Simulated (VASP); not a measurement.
Computed with LDA (Ceperley-Alder, Perdew-Zunger), VASP's LDA PAW potentials (set 64) (plane waves; VASP 6.6.1).

VASP ran on this input.

### INCAR
```
SYSTEM = SrF2
PREC = Accurate; ENCUT = 520; LREAL = .False.
LASPH = .True.
EDIFF = 1E-7; NELM = 100; ALGO = Normal
LMAXMIX = 4
ISMEAR = -5
ISIF = 2
LWAVE = .False.; LCHARG = .True.; LORBIT = 11
NEDOS = 601
LEFG = .True.
```

### POSCAR
```
SrF2
1.0
  0.0000000000   2.8384992746   2.8384992746
  2.8384992746   0.0000000000   2.8384992746
  2.8384992746   2.8384992746   0.0000000000
Sr F
1 2
direct
  0.0000000000   0.0000000000   0.0000000000
  0.2500000000   0.2500000000   0.2500000000
  0.7500000000   0.7500000000   0.7500000000
```

File KPOINTS:
```
K-points
0
Gamma
8 8 8
0 0 0
```

POTCAR, in this order: Sr_sv F (LDA.64 set). Program: vasp_std.

The run wrote:

OSZICAR:
```
       N       E                     dE             d eps       ncg     rms          rms(c)
DAV:   1     0.144455765489E+03    0.14446E+03   -0.14433E+04   928   0.148E+03
DAV:   2    -0.145378701259E+02   -0.15899E+03   -0.15802E+03  1200   0.319E+02
DAV:   3    -0.199540203809E+02   -0.54162E+01   -0.54108E+01  1280   0.606E+01
DAV:   4    -0.201370322000E+02   -0.18301E+00   -0.18299E+00  1256   0.831E+00
DAV:   5    -0.201408475505E+02   -0.38154E-02   -0.38153E-02  1304   0.942E-01    0.192E+01
DAV:   6    -0.187008906945E+02    0.14400E+01   -0.74787E+00   928   0.196E+01    0.166E+01
DAV:   7    -0.186520762937E+02    0.48814E-01   -0.20799E-01  1240   0.427E+00    0.807E+00
DAV:   8    -0.186310220944E+02    0.21054E-01   -0.27939E-02  1160   0.206E+00    0.926E-01
DAV:   9    -0.186323706024E+02   -0.13485E-02   -0.63739E-03  1368   0.530E-01    0.472E-01
DAV:  10    -0.186324799990E+02   -0.10940E-03   -0.47041E-04  1016   0.174E-01    0.137E-01
DAV:  11    -0.186325494178E+02   -0.69419E-04   -0.51361E-05  1024   0.585E-02    0.228E-02
DAV:  12    -0.186325539740E+02   -0.45562E-05   -0.23466E-05  1336   0.334E-02    0.909E-03
DAV:  13    -0.186325538468E+02    0.12716E-06   -0.18140E-06  1176   0.113E-02    0.288E-03
DAV:  14    -0.186325538676E+02   -0.20762E-07   -0.57699E-08   840   0.208E-03
   1 F= -.18632554E+02 E0= -.18632554E+02  d E =0.000000E+00
```

### OUTCAR
```
------------------------ aborting loop because EDIFF is reached ----------------------------------------
  FORCE on cell =-STRESS in cart. coord.  units (eV):
  Direction    XX          YY          ZZ          XY          YZ          ZX
  --------------------------------------------------------------------------------------
  Total       -0.0045311     -0.0045311     -0.0045311      0.0000000      0.0000000      0.0000000
  in kB       -0.1587137     -0.1587137     -0.1587137      0.0000000      0.0000000      0.0000000
  external PRESSURE =      -0.1587137 kB  Pullay stress =       0.0000000 kB
  volume of cell :       45.74
      direct lattice vectors                 reciprocal lattice vectors
     0.000000000  2.838499275  2.838499275    -0.176149420  0.176149420  0.176149420
     2.838499275  0.000000000  2.838499275     0.176149420 -0.176149420  0.176149420
     2.838499275  2.838499275  0.000000000     0.176149420  0.176149420 -0.176149420
 POSITION                                       TOTAL-FORCE (eV/Angst)
 -----------------------------------------------------------------------------------
      0.00000      0.00000      0.00000         0.000000      0.000000      0.000000
      1.41925      1.41925      1.41925         0.000000      0.000000      0.000000
      4.25775      4.25775      4.25775        -0.000000     -0.000000     -0.000000
 -----------------------------------------------------------------------------------
    total drift:                                0.000000     -0.000000      0.000000
  FREE ENERGIE OF THE ION-ELECTRON SYSTEM (eV)
  ---------------------------------------------------
  free  energy   TOTEN  =       -18.6325538676 eV

  energy  without entropy=      -18.6325538676  energy(sigma->0) =      -18.63255387

 total charge

# of ion       s       p       d       tot
------------------------------------------
    1        2.002   5.809   0.215   8.026
    2        1.725   4.364   0.000   6.089
    3        1.725   4.364   0.000   6.089
--------------------------------------------------
tot          5.452  14.537   0.215  20.204

 Electric field gradients after diagonalization (V/A^2)
 (convention: |V_zz| > |V_xx| > |V_yy|)
----------------------------------------------------------------------
 ion       V_xx      V_yy      V_zz     asymmetry (V_yy - V_xx)/ V_zz
----------------------------------------------------------------------
   1       0.000     0.000    -0.000       0.000
   2      -0.006    -0.006     0.013       0.000
   3      -0.006    -0.006     0.013       0.000
```
(Selected blocks of OUTCAR.)

The compound is SrF2 in the fluorite structure. It was relaxed first, which changed the volume by -6 %.
